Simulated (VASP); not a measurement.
# Y (P6_3/mmc) in VASP: further runs, part 2 of 2

VASP 6.6.1. Earlier steps stand in the parts before.

## 6. Single point, PBEsol

File INCAR:

```
SYSTEM = Y
PREC     = Accurate       ! precision mode
ENCUT    = 450            ! plane-wave cutoff, eV
EDIFF    = 1E-6           ! SCF threshold, eV
ISMEAR   = -1             ! smearing method
SIGMA    = 0.2            ! smearing width, eV
LREAL    = .FALSE.        ! projectors in reciprocal space
LASPH    = .TRUE.         ! aspherical terms in the spheres
NELM     = 100            ! most SCF steps
ALGO     = Normal         ! electronic algorithm
ISIF     = 2              ! what is computed and relaxed
LWAVE    = .FALSE.        ! write WAVECAR
LCHARG   = .FALSE.        ! write CHGCAR
GGA      = PS             ! functional
NBANDS   = 18             ! bands
ADDGRID  = .FALSE.
```

File KPOINTS:

```
Automatic mesh
0
G
  18 18 10
  0 0 0
```

File POSCAR:

```
Y
1.0
    3.6474000000      0.0000000000      0.0000000000
   -1.8237000000      3.1587410578      0.0000000000
    0.0000000000      0.0000000000      5.7306000000
Y
2
Direct
    0.6666666667      0.3333333333      0.7500000000
    0.3333333333      0.6666666667      0.2500000000
```

Potentials or basis: VASP PAW PBE potentials, release 64 (Y_sv).

Run with:

```bash
$ cat potpaw_PBE.64/Y_sv/POTCAR > POTCAR
$ mpirun -np 1 vasp_std > vasp.out
```

OUTCAR:

```text
SYSTEM = Y
   PREC = Accurate
   ENCUT = 450
   EDIFF = 1E-6
   ISMEAR = -1
   LREAL = .FALSE.
   LASPH = .TRUE.
   NELM = 100
   ISIF = 2
   GGA = PS

 Found    222 irreducible k-points:

 Following reciprocal coordinates:
            Coordinates               Weight
  0.000000  0.000000  0.000000      1.000000
  0.055556 -0.000000  0.000000      6.000000
  0.111111 -0.000000  0.000000      6.000000
  0.166667  0.000000  0.000000      6.000000
  0.222222 -0.000000  0.000000      6.000000
  0.277778  0.000000  0.000000      6.000000
   k-points           NKPTS =    222   k-points in BZ     NKDIM =    222   number of bands    NBANDS=     18
   number of dos      NEDOS =    301   number of ions     NIONS =      2
   total plane-waves  NPLWV =  31360
   dimension x,y,z NGX =    28 NGY =   28 NGZ =   40
   dimension x,y,z NGXF=    56 NGYF=   56 NGZF=   80
   ions per type =               2
   NGX,Y,Z   is equivalent  to a cutoff of  12.76, 12.76, 11.60 a.u.
   NGXF,Y,Z  is equivalent  to a cutoff of  25.52, 25.52, 23.21 a.u.
 SYSTEM =  Y
   PREC   = accura    normal or accurate (medium, high low for compatibility)
   ISTART =      0    job   : 0-new  1-cont  2-samecut
   ICHARG =      2    charge: 1-file 2-atom 10-const
   ISPIN  =      1    spin polarized calculation?
   LNONCOLLINEAR =      F non collinear calculations
   LSORBIT =      F    spin-orbit coupling
   LASPH  =      T    aspherical Exc in radial PAW
   ENCUT  =  450.0 eV  33.07 Ry    5.75 a.u.   6.31  6.31  9.91*2*pi/ulx,y,z
   NELM   =    100;   NELMIN=  2; NELMDL= -5     # of ELM steps
   EDIFF  = 0.1E-05   stopping-criterion for ELM
   LREAL  =      F    real-space projection
   EDIFFG = 0.1E-04   stopping-criterion for IOM
   NSW    =      0    number of steps for IOM
   IBRION =     -1    ionic relax: 0-MD 1-quasi-New 2-CG
   NFREE  =      0    steps in history (QN), initial steepest desc. (CG)
   ISIF   =      2    stress and relaxation
   ISYM   =      2    0-nonsym 1-usesym 2-fastsym
   POTIM  = 0.5000    time-step for ionic-motion
   TEBEG  =    0.0;   TEEND  =   0.0 temperature during run
   PSTRESS=    0.0 pullay stress
   NELECT =      22.0000    total number of electrons
   NUPDOWN=      -1.0000    fix difference up-down
   EMIN   =  10.00;   EMAX   =-10.00  energy-range for DOS
   EFERMI =   0.00;   METHOD = LEGACY
   ISMEAR =    -1;   SIGMA  =   0.20  broadening in eV -4-tet -1-fermi 0-gaus
   EFERMI_NEDOS =   21; number of points for ismear=-14 and -15
   IALGO  =     38    algorithm
   IMIX   =      4    mixing-type and parameters
     AMIX     =   0.40;   BMIX     =  1.00
     AMIX_MAG =   1.60;   BMIX_MAG =  1.00
  volume/ion in A,a.u.               =      33.01       222.77
  Fermi-wavevector in a.u.,A,eV,Ry     =   1.134967  2.144777 17.526345  1.288150
  Thomas-Fermi vector in A             =   2.271671
   LORBIT       =      0    0 simple, 1 ext, 2 COOP (PROOUT), +10 PAW based schemes
   GGA     = PS    functional components
   LHFCALC =     F    Hartree Fock is set to
   AEXX    =    0.0000 exact exchange contribution
   IVDW    =     0    specifies the selected vdW correction
   LEPSILON=     F    determine dielectric tensor
   LRPA    =     F    only Hartree local field effects (RPA)
 non-spin polarized calculation
  energy-cutoff  :      450.00
  volume of cell :       66.02
 maximum number of plane-waves:      1456
 NGX is ok and might be reduce to    28
   NGX = 13   NGY = 13   NGZ = 19

 number of electron      22.0000000 magnetization

 Free energy of the ion-electron system (eV)
  ---------------------------------------------------
  ext. energy  EPLUGINS =         0.00000000
  ---------------------------------------------------
  free energy    TOTEN  =       -13.84435562 eV

  energy without entropy =      -13.42250106  energy(sigma->0) =      -13.63342834

 E-fermi :   2.8668     XC(G=0):  -9.5126

 val. band max:        2.8584606892   @ k =   0.4444  -0.0000   0.3000
 cond. band min:       2.8711689878   @ k =   0.3889   0.2222   0.4000
 fundamental gap:      0.0127082986
 Fermi energy:         2.8667840057

 k-point     1 :       0.0000    0.0000    0.0000
  band No.  band energies     occupation
      1     -39.7366      2.00000
      2     -39.6644      2.00000
      3     -20.0360      2.00000
      4     -19.5553      2.00000
      5     -19.5553      2.00000
      6     -19.4669      2.00000
[... 10 lines left out ...]
     17       5.6361      0.00000
     18       5.6361      0.00000
[... 85 lines left out ...]
 k-point     6 :       0.2778    0.0000    0.0000
  band No.  band energies     occupation
      1     -39.7051      2.00000
      2     -39.6552      2.00000
      3     -19.9153      2.00000
      4     -19.7750      2.00000
      5     -19.6864      2.00000
      6     -19.6256      2.00000
[... 10 lines left out ...]
     17       6.2395      0.00000
     18       6.5295      0.00000

 [... further k-points ...]

------------------------ aborting loop because EDIFF is reached ----------------------------------------

  FORCE on cell =-STRESS in cart. coord.  units (eV):
  Direction    XX          YY          ZZ          XY          YZ          ZX
  --------------------------------------------------------------------------------------
  -------------------------------------------------------------------------------------
  Total       -0.7571191     -0.7571191     -0.7214123      0.0000000      0.0000000     -0.0000000
  in kB      -18.3728825    -18.3728825    -17.5063908      0.0000000      0.0000000     -0.0000000
  external PRESSURE =     -18.0840520 kB  Pullay stress =       0.0000000 kB

 VOLUME and BASIS-vectors are now :
 -----------------------------------------------------------------------------
  energy-cutoff  :      450.00
  volume of cell :       66.02
      direct lattice vectors                 reciprocal lattice vectors
     3.647400000  0.000000000  0.000000000     0.274167900  0.158290911  0.000000000
    -1.823700000  3.158741058  0.000000000     0.000000000  0.316581822  0.000000000
     0.000000000  0.000000000  5.730600000     0.000000000  0.000000000  0.174501797

 POSITION                                       TOTAL-FORCE (eV/Angst)
 -----------------------------------------------------------------------------------
      1.82370      1.05291      4.29795        -0.000000      0.000000      0.000000
     -0.00000      2.10583      1.43265         0.000000     -0.000000      0.000000
 -----------------------------------------------------------------------------------
    total drift:                               -0.000000      0.000000     -0.000000

  FREE ENERGIE OF THE ION-ELECTRON SYSTEM (eV)
  ---------------------------------------------------
  free  energy   TOTEN  =       -13.8443556165 eV

  energy  without entropy=      -13.4225010622  energy(sigma->0) =      -13.63342834
```

OSZICAR:

```text
N       E                     dE             d eps       ncg     rms          rms(c)
DAV:   1     0.811569237246E+02    0.81157E+02   -0.10494E+04  8000   0.104E+03
DAV:   2    -0.708080916832E+01   -0.88238E+02   -0.86614E+02  9998   0.240E+02
DAV:   3    -0.141364636883E+02   -0.70557E+01   -0.70024E+01 14018   0.412E+01
DAV:   4    -0.143159531340E+02   -0.17949E+00   -0.17932E+00  9842   0.665E+00
DAV:   5    -0.143203022314E+02   -0.43491E-02   -0.43476E-02 11492   0.804E-01    0.333E+01
DAV:   6    -0.139320022331E+02    0.38830E+00   -0.47146E-01  8792   0.406E+00    0.205E+01
DAV:   7    -0.138574845724E+02    0.74518E-01   -0.90283E-01 10510   0.514E+00    0.178E+00
DAV:   8    -0.138450694712E+02    0.12415E-01   -0.16447E-01  9870   0.230E+00    0.116E+00
DAV:   9    -0.138442762949E+02    0.79318E-03   -0.44743E-03 10772   0.407E-01    0.443E-01
DAV:  10    -0.138444095716E+02   -0.13328E-03   -0.18216E-03  8762   0.373E-01    0.321E-01
DAV:  11    -0.138443603923E+02    0.49179E-04   -0.11127E-04 11408   0.871E-02    0.526E-02
DAV:  12    -0.138443537426E+02    0.66497E-05   -0.28954E-05  8736   0.454E-02    0.157E-02
DAV:  13    -0.138443554446E+02   -0.17020E-05   -0.49545E-06  9092   0.184E-02    0.316E-03
DAV:  14    -0.138443556165E+02   -0.17187E-06   -0.14558E-07  4898   0.310E-03
   1 F= -.13844356E+02 E0= -.13633428E+02  d E =-.421855E+00
```

Wall time 91 s (1 thread of AMD EPYC 9R45 (Zen 5), shared host); peak memory 0.31 GiB.

The run converged, but some of its settings lie outside the range that counts as converged, so its numbers aren't taken as properties of the crystal.

What came out:

- Free energy: -13.8444 eV
- Pressure: -1.8 GPa
- Band gap on the k mesh: none (metal or under the smearing width)

Caveat: the PAW data sets were made with another functional, which shifts forces and pressure a little.
